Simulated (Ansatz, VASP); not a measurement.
## Ru: VASP beside Ansatz

The input INCAR:

```
SYSTEM = Ru
PREC = Accurate ; ENCUT = 520
EDIFF = 1E-7 ; ISMEAR = 0
SIGMA = 0.15 ; LREAL = .FALSE.
LASPH = .TRUE. ; NELM = 100
ALGO = Normal ; ISIF = 2
LWAVE = .FALSE. ; LCHARG = .FALSE.
GGA = PS ; NBANDS = 13
```

Contents of KPOINTS:

```
Automatic mesh
0
G
  22 22 22
  0 0 0
```

The input POSCAR:

```
Ru
1.0
    0.0000000000      1.9150000000      1.9150000000
    1.9150000000      0.0000000000      1.9150000000
    1.9150000000      1.9150000000      0.0000000000
Ru
1
Direct
    0.0000000000      0.0000000000      0.0000000000
```

Input for Ansatz:

```yaml
crystal:
  lattice:
    - [0.0, 1.915, 1.915]
    - [1.915, 0.0, 1.915]
    - [1.915, 1.915, 0.0]
  atoms:
    - { symbol: Ru, position: [0.0, 0.0, 0.0] }
basis:
  ecutwfc: 420
kpoints:
  mp_grid: { grid: [22, 22, 22] }
hamiltonian:
  xc: pbesol
scf:
  occupations: { method: gaussian, width: 0.15 }
output:
  forces: true
  stress: true
  eigenvalues: true
```

This isn't the form of Ru at room conditions, which is hcp.

Alike in both runs: task single point; functional PBEsol; k mesh 22 × 22 × 22; occupations gaussian, width 0.15 eV; no spin polarisation.

|  | VASP | Ansatz |
| --- | --- | --- |
| version | VASP 6.6.1 | Ansatz 0.2.0 |
| potentials or method | VASP PAW PBE potentials, release 64 (Ru_pv) | scalar-relativistic, plane waves, PAW |
| plane-wave cutoff (eV) | 520 | 420 |
| valence electrons in the cell | 14 | 16 |

|  | VASP | Ansatz | Ansatz less VASP |
| --- | --- | --- | --- |
| gap on the k mesh at the Fermi level (eV) | none | none | - |
| pressure (GPa) | -14.8 | -14.7 | +0.12 |

A gap of «none» marks a metal or a gap that the smearing closes. The functional is the same, so the differences come from potentials, cutoffs and numerics. The two sets of potentials don't hold the same shells in valence.

Caveats: the PAW data sets were made with another functional, which shifts forces and pressure a little (VASP).
